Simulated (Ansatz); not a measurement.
Space group R-3m:H (No. 166). a = 3.078 Å, b = 3.078 Å, c = 14.463 Å, α = 90.00°, β = 90.00°, γ = 120.00°
```tsv
atom	site	symmetry	x	y	z
Ti	6c	3m	0.3333	0.6667	0.9119
C	3b	-3m	0.6667	0.3333	0.8333
```

Equation of state of this Ti2C structure (not necessarily the ground state), with shape and atoms relaxed at each volume where symmetry leaves them free. It has no gap at any of these volumes. Computed with DFT r2SCAN, scalar-relativistic, plane waves, PAW in Ansatz 0.2.0.

Cutoff 500 eV; k points 18×18×18 on the computed 3-atom cell (Γ-centred); Gaussian smearing, width 0.10 eV; no spin polarisation.

```tsv
V (Å³/atom)	E − E(largest V) (meV/atom)	P (GPa)
12.393	4.60	10.02
12.789	-13.17	4.61
13.184	-18.64	0.02
13.580	-13.70	-3.86
13.975	0.00	-7.11
```

Q: Fit a third-order Birch–Murnaghan equation to E(V).

A: V0 = 13.18 Å³/atom, B0 = 140 GPa, B0' = 4.6.